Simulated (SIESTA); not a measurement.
Ni, 1 atom in the cell. The structure is cubic, space group Fm-3m (No. 225). Conventional cell: a = 3.475 Å, b = 3.475 Å, c = 3.475 Å, α = 90.00°, β = 90.00°, γ = 90.00°. Around Ni (site symmetry m-3m) lie 12 Ni at 2.46 Å. 

```yaml
Program: SIESTA 5.4.2
Task: single point
Functional: PBE
Potentials_or_basis: PseudoDojo 0.4 standard (PBE files)
Basis: TZP (energy shift 0.003 Ry; two zetas on semicore shells)
Grid_cutoff: 800 Ry
Energy_shift: 0.003 Ry
k_mesh: 9 × 9 × 9
Occupations: fermi-dirac, width 0.05 eV
Spin: collinear spin, ferromagnetic start
Starting_moments: "[1.0] μB"
```

Potentials or basis: PseudoDojo 0.4 standard (PBE files), TZP (energy shift 0.003 Ry; two zetas on semicore shells).

Launch:

```sh
$ siesta Ni.fdf > Ni.out 2>&1
```

Hardware: 1 thread of Intel(R) Xeon(R) 6975P-C (Granite Rapids), on a shared host.

Estimate the wall time of this run.

Wall time 36 s on 1 thread of Intel(R) Xeon(R) 6975P-C (Granite Rapids), on a shared host, peak memory 0.23 GiB. Counts: scf iterations 13, k points 365, bands 29.
